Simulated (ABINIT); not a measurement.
MnO: Hund's J by linear response with PBEsol+U

MnO:

```
Mn O
1.0
     3.15461    0.00000    0.00000
     0.00000    4.39706    0.00000
     0.00000    0.00000    3.09659
Mn O
2 2
Direct
  0.50000 0.00000 0.72828
  0.00000 0.50000 0.27172
  0.00000 0.00000 0.23622
  0.50000 0.50000 0.76378
```

The cell is a database's computed one.

| Quantity | Value |
| --- | --- |
| Program | ABINIT 10.8.3 (patched build) |
| Task | Hund's J by linear response |
| Functional | PBEsol |
| Potentials or basis | Ansatz PAW PBE default generated set, frozen core |
| Cutoff | 435 eV |
| k mesh | 4 × 3 × 4 |
| Occupations | fermi-dirac, width 0.05 eV |
| Spin | collinear spin, ferromagnetic start |
| Starting moments | [4.0, 4.0, 0.0, 0.0] μB |
| Hubbard terms | Mn d U = 0 eV |
| Double counting (usepawu) | 1 |
| Occupation projector (dmatpuopt) | 3 |
| Perturbed atom | 1 |
| Perturbed element | Mn |
| Parameter computed | J |
| Potential shifts (eV) | [-0.15, -0.05, 0.05, 0.15] |
| Fine-grid cutoff | 870.764 eV |

- Pressure: -5.6 GPa
- Largest force: 0.263 eV/Å
- Band gap on the k mesh: none (metal or under the smearing width)
- Net moment: 9.37 μB per cell
- Site moments: Mn +4.38; O +0.22 μB
- Hund's J from linear response: 0.32 eV

Forces in eV/Å, atoms in the order of the input:
```
Mn   0.000  0.000  0.263
Mn   0.000  0.000 -0.262
O    0.000  0.000  0.058
O    0.000  0.000 -0.058
```

Stress tensor (GPa, compression positive):
```
-8.26  0.00  0.00
 0.00 -2.61  0.00
 0.00  0.00 -5.88
```

Eigenvalues of the final occupation matrices:
| site | spin | trace | eigenvalues |
| --- | --- | --- | --- |
| atom 1 | 1 | 4.70 | 0.90 0.95 0.95 0.95 0.95 |
| atom 1 | 2 | 0.41 | 0.05 0.08 0.08 0.10 0.10 |
| atom 2 | 1 | 4.70 | 0.90 0.95 0.95 0.95 0.95 |
| atom 2 | 2 | 0.41 | 0.05 0.08 0.08 0.10 0.10 |

Run time: 21 min on 1 thread of Arm Neoverse V1 (shared host), peak memory 0.39 GiB.

Caveat: the k mesh is coarse (spacing up to 0.51 Å⁻¹), so the values aren't converged; the shifted atom has its images in every cell, so this scalar value isn't converged in cell size and belongs to these projectors alone; the PAW data sets were made with another functional, which shifts forces and pressure a little; only a ferromagnetic start was run, and an antiferromagnetic order may lie lower in energy; the atomic spheres overlap. The state reached can hang on the start; a lower one may exist.
